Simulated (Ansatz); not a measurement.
PbS: relaxation of cell and atoms with revPBE+D3(BJ)

The system is PbS.

```
CELL_PARAMETERS angstrom
2.07995 -5.99130 0.00000
2.07995 5.99130 0.00000
0.00000 0.00000 4.27932
ATOMIC_POSITIONS crystal
Pb 0.13056 0.86944 0.25000
Pb 0.86944 0.13056 0.75000
S 0.35480 0.64520 0.25000
S 0.64520 0.35480 0.75000
```

Measurements of this composition are mostly on another form, of space group No. 225.

| Property | Result |
| --- | --- |
| Program | Ansatz 0.2.0 |
| Task | relaxation of cell and atoms |
| Functional | revPBE |
| Dispersion | D3(BJ) |
| Potentials or basis | Ansatz PAW |
| Cutoff | 420 eV (not typed: the program's choice for these potentials) |
| k mesh | 7 × 7 × 6 |
| Occupations | fermi-dirac, width 0.05 eV |
| Spin | no spin polarisation |

| Property | Result |
| --- | --- |
| Relaxed volume | 25.09 Å³/atom |
| Relaxed cell | a = 6.107 Å, b = 6.107 Å, c = 4.264 Å, α = 90.00°, β = 90.00°, γ = 140.88° |
| Space group after relaxing (to 0.05 Å) | Cmcm (No. 63) |
| Energy gained by relaxing | 11.5 meV/atom |
| Ionic steps | 6 |
| Pressure after relaxing | 0.0 GPa |
| Largest force after relaxing | 0.010 eV/Å |
| Band gap on the k mesh | 1.25 eV, indirect (least direct gap 1.36 eV) |

Forces in eV/Å, atoms in the order of the input:
```
Pb   0.000  0.010  0.000
Pb   0.000 -0.010  0.000
S    0.000 -0.008  0.000
S    0.000  0.008  0.000
```

The path:
```tsv
step	energy change (eV)	largest force (eV/Å)	volume (Å³)
1	0.0000	0.1221	106.65
2	-0.0361	0.1254	98.07
3	-0.0454	0.0500	100.91
4	-0.0468	0.0015	100.46
5	-0.0468	0.0098	100.35
6	-0.0462	0.0099	100.35
```

Final structure:
```
CELL_PARAMETERS angstrom
2.04453 -5.75512 0.00000
2.04453 5.75512 0.00000
0.00000 0.00000 4.26440
ATOMIC_POSITIONS crystal
Pb 0.12541 0.87459 0.25000
Pb 0.87459 0.12541 0.75000
S 0.36005 0.63995 0.25000
S 0.63995 0.36005 0.75000
```

Levels at points of the mesh, in eV from the valence-band top:
```
            k point  band 16  band 17  band 18  band 19  band 20  band 21  band 22  band 23  band 24
 (0.00, 0.00, 0.00)    -3.19    -2.35    -1.83    -1.58    -0.65     4.62     4.75     5.03     5.54
(0.00, 0.00, -0.50)    -3.00    -1.16    -1.16    -0.02    -0.02     1.85     1.85     2.79     2.79
```

It took 110 s on 2 threads of AMD EPYC (Zen 3), with other jobs on the host, peak memory 0.52 GiB.

Caveat: odd divisions of the mesh miss points on the zone boundary, where band edges often lie, so the gap on the mesh can be too wide; the plane-wave basis is chosen anew once the cell has moved, so the energies of steps on either side of that aren't comparable; spin-orbit coupling is left out, which as a rule narrows the gap of such compounds by several tenths of an eV; the PAW data sets come from PBE, with cores solved anew for the run's functional, which leaves a small shift of forces and pressure. A k mesh can miss the band edges.
